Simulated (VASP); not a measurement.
# CoO: changing the functional

The cell as given:

```cif
data_structure
_symmetry_space_group_name_H-M 'P 1'
_symmetry_Int_Tables_number 1
_cell_length_a 2.8285
_cell_length_b 2.8285
_cell_length_c 2.7217
_cell_angle_alpha 90.000
_cell_angle_beta 90.000
_cell_angle_gamma 120.000
_cell_volume 18.86
loop_
_atom_site_label
_atom_site_type_symbol
_atom_site_fract_x
_atom_site_fract_y
_atom_site_fract_z
_atom_site_occupancy
Co1 Co 0.00000 0.00000 0.50000 1
O1 O 0.66667 0.33333 0.00000 1
```

Measurements of this composition are mostly on another form, of space group No. 225.

Kept alike: task relaxation of cell and atoms; k mesh 8 × 8 × 7; occupations fermi-dirac, width 0.05 eV; collinear spin, ferromagnetic start. Program: VASP, PAW files Co, O, 600 eV. The mesh is that of the run's cell of 2 atoms. No spin-orbit coupling.

| functional | first edge of the run's cell (Å) | third edge of the run's cell (Å) | largest site moment (μB) |
| --- | --- | --- | --- |
| AM05 | 2.768 | 2.684 | 2.51 |
| BLYP | 2.892 | 2.729 | 2.54 |
| LDA | 2.732 | 2.643 | 2.32 |
| PBE | 2.827 | 2.716 | 2.55 |
| PBEsol | 2.772 | 2.684 | 2.52 |
| PW91 | 2.824 | 2.713 | 2.53 |
| RPBE | 2.870 | 2.737 | 2.56 |
| SCAN | 2.807 | 2.705 | 2.65 |
| optB88-vdW | 2.818 | 2.707 | 2.53 |
| r2SCAN | 2.810 | 2.707 | 2.64 |
| revPBE | 2.858 | 2.730 | 2.56 |
| vdW-DF-cx | 2.776 | 2.698 | 2.52 |

The relaxations keep at least the cell's symmetry (P-6m2). For a metal such a mesh leaves the last digits unconverged. The runs hold the magnetic state that their start led to, which needn't be the lowest. Site moments count inside each atom's sphere or projector. Potentials were made for PBE (AM05, BLYP, PBE, PBEsol, PW91, RPBE, SCAN, optB88-vdW, r2SCAN, revPBE, vdW-DF-cx); LDA (LDA).

**Question.** What does the functional change here?

**Answer.** The first edge of the run's cell runs from 2.732 (LDA) to 2.892 Å (BLYP). From PBE: AM05 -0.059; BLYP +0.065; LDA -0.095; PBEsol -0.055; PW91 -0.003; RPBE +0.043; SCAN -0.020; optB88-vdW -0.009; r2SCAN -0.017; revPBE +0.031; vdW-DF-cx -0.051. The third edge of the run's cell runs from 2.643 (LDA) to 2.737 Å (RPBE). From PBE: AM05 -0.032; BLYP +0.013; LDA -0.073; PBEsol -0.032; PW91 -0.003; RPBE +0.021; SCAN -0.011; optB88-vdW -0.009; r2SCAN -0.009; revPBE +0.014; vdW-DF-cx -0.018. The largest site moment runs from 2.32 (LDA) to 2.65 μB (SCAN). From PBE: AM05 -0.04; BLYP -0.01; LDA -0.23; PBEsol -0.03; PW91 -0.02; RPBE +0.01; SCAN +0.10; optB88-vdW -0.02; r2SCAN +0.09; revPBE +0.01; vdW-DF-cx -0.03.
